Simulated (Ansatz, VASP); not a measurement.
**BN (Qingsongite): VASP beside Ansatz**

Aim: how closely do two programs agree when they are given the same cell, functional and k mesh? The cell is taken from a series of VASP runs on this material, whose earlier steps may have relaxed, scaled or displaced it; both programs get it as it stands.

Method: plane waves, with VASP 6.6.1 beside it; band structure at HSE06, in Ansatz 0.2.0.

## 1. Starting point

It takes space group F-43m (No. 216, cubic). The conventional cell has a = 3.606 Å, b = 3.606 Å, c = 3.606 Å, α = 90.00°, β = 90.00°, γ = 90.00°. Nearest to B lie 4 N at 1.56 Å. Nearest to N lie 4 B at 1.56 Å. Farther neighbours and most contacts between anions are not listed.

Structure file:

```xyz
2
Lattice="0.0000 1.8032 1.8032 1.8032 0.0000 1.8032 1.8032 1.8032 0.0000" Properties=species:S:1:pos:R:3 pbc="T T T"
B     0.0000    0.0000    0.0000
N     0.9016    0.9016    0.9016
```

## 2. VASP: band structure, HSE06

Levels along a path test the potential and the projectors away from the mesh points.

Lines of VASP's logs that name or quote its potential files are left out, and so is its time.

The run reads the wave functions of an earlier VASP run, which isn't shown here.

The input, INCAR:

```
SYSTEM = BN
PREC = Accurate
ENCUT = 520
EDIFF = 1E-06
NELM = 100
ISMEAR = 0
SIGMA = 0.05
LREAL = .FALSE.
ALGO = Normal
LHFCALC = .TRUE.
AEXX = 0.25
GGA = PE
HFSCREEN = 0.2
LASPH = .TRUE.
NBANDS = 10
PRECFOCK = Fast
LORBIT = 11
LWAVE = .FALSE.
LCHARG = .FALSE.
KPAR = 2
```

The input, POSCAR:

```
BN
1.0
    0.0000000000      1.8031657440      1.8031657440
    1.8031657440      0.0000000000      1.8031657440
    1.8031657440      1.8031657440      0.0000000000
B N
1 1
Direct
    0.0000000000      0.0000000000      0.0000000000
    0.2500000000      0.2500000000      0.2500000000
```

The input, KPOINTS:

```
Automatic mesh
0
Gamma
7 7 7
0 0 0
```

The input, KPOINTS_OPT:

```
Line mode
6
Line-mode
Reciprocal
  0.00000000   0.00000000   0.00000000 GAMMA
  0.50000000   0.00000000   0.50000000 X

  0.50000000   0.00000000   0.50000000 X
  0.50000000   0.25000000   0.75000000 W

  0.50000000   0.25000000   0.75000000 W
  0.37500000   0.37500000   0.75000000 K

  0.37500000   0.37500000   0.75000000 K
  0.00000000   0.00000000   0.00000000 GAMMA

  0.00000000   0.00000000   0.00000000 GAMMA
  0.50000000   0.50000000   0.50000000 L

  0.50000000   0.50000000   0.50000000 L
  0.62500000   0.25000000   0.62500000 U

  0.62500000   0.25000000   0.62500000 U
  0.50000000   0.25000000   0.75000000 W

  0.50000000   0.25000000   0.75000000 W
  0.50000000   0.50000000   0.50000000 L

  0.50000000   0.50000000   0.50000000 L
  0.37500000   0.37500000   0.75000000 K

  0.62500000   0.25000000   0.62500000 U
  0.50000000   0.00000000   0.50000000 X
```

Potentials, in the order of the species: B and N (PBE family, release 64).

On the command line:

```bash
> mpirun -np 2 vasp_std
```

Numbers of over 12 decimals in the logs are rounded to 6 here.

The log of the run:

```text
[banner, memory and clock lines left out]
running    2 mpi-ranks, on    1 nodes
 distrk:  each k-point on    1 cores,    2 groups
 distr:  one band on    1 cores,    1 groups

 POSCAR found type information on POSCAR B N
 POSCAR found :  2 types and       2 ions
 LDA part: xc-table for (Slater+PW92), standard interpolation
 found WAVECAR, reading the header
 POSCAR, INCAR and KPOINTS ok, starting setup
 FFT: planning ... GRIDC
 FFT: planning ... GRID_SOFT
 FFT: planning ... GRID
 reading WAVECAR
 the WAVECAR file was read successfully
 initial charge from wavefunction
 entering main loop
       N       E                     dE             d eps       ncg     rms          rms(c)
DAV:   1    -0.203645942778E+02   -0.20365E+02   -0.15636E-01   402   0.411E+00    0.340E-01
DAV:   2    -0.203627260108E+02    0.18683E-02   -0.48612E-03   440   0.652E-01    0.147E-01
DAV:   3    -0.203625020751E+02    0.22394E-03   -0.27264E-03   458   0.341E-01    0.408E-02
DAV:   4    -0.203625672626E+02   -0.65188E-04   -0.15279E-04   436   0.994E-02    0.330E-02
DAV:   5    -0.203625529581E+02    0.14305E-04   -0.18286E-05   436   0.305E-02    0.177E-02
DAV:   6    -0.203625512871E+02    0.16710E-05   -0.10597E-05   472   0.204E-02    0.973E-03
DAV:   7    -0.203625510405E+02    0.24655E-06   -0.76716E-07   224   0.679E-03
   1 F= -.20362551E+02 E0= -.20362551E+02  d E =-.148444E-15
 Start KPOINTS_OPT (optional k-point list driver)
k-point batch [1-20\60]
       N       E                     dE             ncg
DAV:   1     0.210429190162E+03   -0.72340E+04      440
DAV:   2    -0.349654020225E+03   -0.56008E+03      468
DAV:   3    -0.364423646115E+03   -0.14770E+02      476
DAV:   4    -0.364521850445E+03   -0.98204E-01      462
DAV:   5    -0.364522190453E+03   -0.34001E-03      462
DAV:   6    -0.364522190964E+03   -0.51117E-06      434
[...]
k-point batch [41-60\60]
       N       E                     dE             ncg
DAV:   1     0.130370873270E+03   -0.82258E+04      432
DAV:   2    -0.394584007575E+03   -0.52495E+03      448
DAV:   3    -0.408164190431E+03   -0.13580E+02      466
DAV:   4    -0.408257732283E+03   -0.93542E-01      464
DAV:   5    -0.408257898507E+03   -0.16622E-03      470
DAV:   6    -0.408257898760E+03   -0.25238E-06      464
```

Parts of OUTCAR (step 2):

```text
ion  position               nearest neighbor table
   1  0.000  0.000  0.000-   2 1.56   2 1.56   2 1.56   2 1.56
   2  0.250  0.250  0.250-   1 1.56   1 1.56   1 1.56   1 1.56

  LATTYP: Found a face centered cubic cell.
 ALAT       =     3.6063314880

 Subroutine GETGRP returns: Found 24 space group operations
 (whereof 24 operations were pure point group operations)

The static configuration has the point symmetry T_d .

 Found     20 irreducible k-points:

   k-points           NKPTS =     20   k-points in BZ     NKDIM =    343   number of bands    NBANDS=     10

   dimension x,y,z NGX =    20 NGY =   20 NGZ =   20
   dimension x,y,z NGXF=    40 NGYF=   40 NGZF=   40

   ENCUT  =  520.0 eV  38.22 Ry    6.18 a.u.   4.74  4.74  4.74*2*pi/ulx,y,z

   NELECT =       8.0000    total number of electrons

 k-points in reciprocal lattice and weights: Automatic mesh
   0.00000000  0.00000000  0.00000000       0.003
   0.14285714  0.00000000  0.00000000       0.023
   0.28571429  0.00000000  0.00000000       0.023
   0.42857143  0.00000000  0.00000000       0.023
   0.14285714  0.14285714  0.00000000       0.017
   0.28571429  0.14285714  0.00000000       0.070
   0.42857143  0.14285714  0.00000000       0.070
  -0.42857143  0.14285714  0.00000000       0.070
  -0.28571429  0.14285714  0.00000000       0.070
[...]
-0.42857143  0.42857143  0.14285714       0.070
  -0.28571429  0.42857143  0.14285714       0.070

  exchange ACFDT corr.  =         0.00000000  see jH, gK, PRB 81, 115126

 average (electrostatic) potential at core
       1 -21.4379       2 -55.2447

 E-fermi :   6.8858

 k-point     1 :       0.0000    0.0000    0.0000
  band No.  band energies     occupation
      1     -15.5752      2.00000
      2       6.6206      2.00000
      3       6.6206      2.00000
      4       6.6206      2.00000
      5      17.2335      0.00000
      6      17.2335      0.00000
      7      17.2335      0.00000
      8      18.8979      0.00000
      9      33.5167      0.00000
    ...

 k-point     2 :       0.1429    0.0000    0.0000
  band No.  band energies     occupation
      1     -15.0398      2.00000
      2       4.0701      2.00000
      3       6.1043      2.00000
      4       6.1043      2.00000
      5      17.6685      0.00000
      6      18.0079      0.00000
      7      18.0079      0.00000
      8      20.5177      0.00000
      9      32.8436      0.00000
    ...

 k-point     3 :       0.2857    0.0000    0.0000
  band No.  band energies     occupation
      1     -13.5082      2.00000
      2      -0.5297      2.00000
      3       5.1771      2.00000
      4       5.1771      2.00000
      5      18.1962      0.00000
      6      19.0466      0.00000
      7      19.0466      0.00000
      8      22.8837      0.00000
      9      31.9783      0.00000
    ...

  energy-cutoff  :      520.00
  volume of cell :       11.73
      direct lattice vectors                 reciprocal lattice vectors
     0.000000000  1.803165744  1.803165744    -0.277290095  0.277290095  0.277290095
     1.803165744  0.000000000  1.803165744     0.277290095 -0.277290095  0.277290095
     1.803165744  1.803165744  0.000000000     0.277290095  0.277290095 -0.277290095

 POSITION                                       TOTAL-FORCE (eV/Angst)
 -----------------------------------------------------------------------------------
      0.00000      0.00000      0.00000        -0.000000     -0.000000     -0.000000
      0.90158      0.90158      0.90158         0.000000      0.000000      0.000000
 -----------------------------------------------------------------------------------
    total drift:                                0.000002      0.000002      0.000001

  FREE ENERGIE OF THE ION-ELECTRON SYSTEM (eV)
  ---------------------------------------------------
  free  energy   TOTEN  =       -20.3625510405 eV

  energy  without entropy=      -20.3625510405  energy(sigma->0) =      -20.36255104

 total charge
# of ion       s       p       d       tot
------------------------------------------
    1        0.682   1.358   0.000   2.040
    2        1.219   2.781   0.000   4.000
--------------------------------------------------
tot          1.901   4.139   0.000   6.040

[... 3 further parts left out ...]
```

[end of part 1 of 2]

[Lines on the potential files, build, host, timing and source positions are cut from VASP's logs without a mark.]

[Logs are printed without paths, hosts, clocks, repeated set-up lines and the standing remarks that a program may print on its own settings, such as how far it seeks lower states.]

[Hosts, paths, dates, database ids (printed as entryN), source tags and the programs' standing remarks are cut or masked in the printed files.]
